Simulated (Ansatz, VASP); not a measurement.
## One calculation of C, two programs

File INCAR:

```
SYSTEM = C
ALGO     = Normal         ! electronic algorithm
EDIFF    = 1E-7           ! SCF threshold, eV
ENCUT    = 520            ! plane-wave cutoff, eV
GGA      = PE             ! functional
ISIF     = 2              ! what is computed and relaxed
ISMEAR   = 0              ! smearing method
IVDW     = 12             ! dispersion correction
LASPH    = .True.         ! aspherical terms in the spheres
LCHARG   = .False.        ! write CHGCAR
LREAL    = .False.        ! projectors in reciprocal space
LWAVE    = .False.        ! write WAVECAR
NBANDS   = 11             ! bands
NELM     = 100            ! most SCF steps
PREC     = Accurate       ! precision mode
SIGMA    = 0.05           ! smearing width, eV
```

File KPOINTS:

```
k-points
0
Gamma
  15 15 15
  0 0 0
```

The input POSCAR:

```
C
1.0
    1.2082160057      0.6975638362      3.4576682195
   -1.2082160057      0.6975638362      3.4576682195
    0.0000000000     -1.3951276723      3.4576682195
C
2
Direct
    0.1640000000      0.1640000000      0.1640000000
    0.8360000000      0.8360000000      0.8360000000
```

Input for Ansatz:

```yaml
crystal:
  lattice:
    - [1.2082160057, 0.6975638362, 3.4576682195]
    - [-1.2082160057, 0.6975638362, 3.4576682195]
    - [0.0, -1.3951276723, 3.4576682195]
  atoms:
    - { symbol: C, position: [0.164, 0.164, 0.164] }
    - { symbol: C, position: [0.836, 0.836, 0.836] }
basis:
  ecutwfc: 420
kpoints:
  mp_grid: { grid: [15, 15, 15] }
hamiltonian:
  xc: pbe
  dispersion: d3bj
scf:
  occupations: { method: gaussian, width: 0.05 }
output:
  forces: true
  stress: true
  eigenvalues: true
```

Alike in both runs: task single point; functional PBE; dispersion D3(BJ); k mesh 15 × 15 × 15; occupations gaussian, width 0.05 eV; no spin polarisation.

|  | VASP | Ansatz |
| --- | --- | --- |
| version | VASP 6.6.1 | Ansatz 0.2.0 |
| potentials or method | VASP PAW PBE potentials, release 64 (C) | scalar-relativistic, plane waves, PAW |
| plane-wave cutoff (eV) | 520 | 420 |
| valence electrons in the cell | 8 | 8 |

|  | VASP | Ansatz | Ansatz less VASP |
| --- | --- | --- | --- |
| gap on the k mesh at the Fermi level (eV) | 0.61 | 0.61 | -0.001 |
| least direct gap on the mesh (eV) | 0.61 | 0.61 | -0.001 |
| pressure (GPa) | 18.6 | 18.1 | -0.46 |
| largest component of the traceless stress (GPa) | 20.13 | 19.58 | -0.549 |
| rms of the force components (eV/Å) | 0.513 | 0.515 | +0.0014 |

Atom by atom the forces differ by 0.001 eV/Å (rms over components).

Caveats: so large a pressure means that the cell lies far from this level's equilibrium, or that cutoff or potentials fall short (VASP); an odd mesh through Γ misses points on the zone boundary, where band edges often lie.
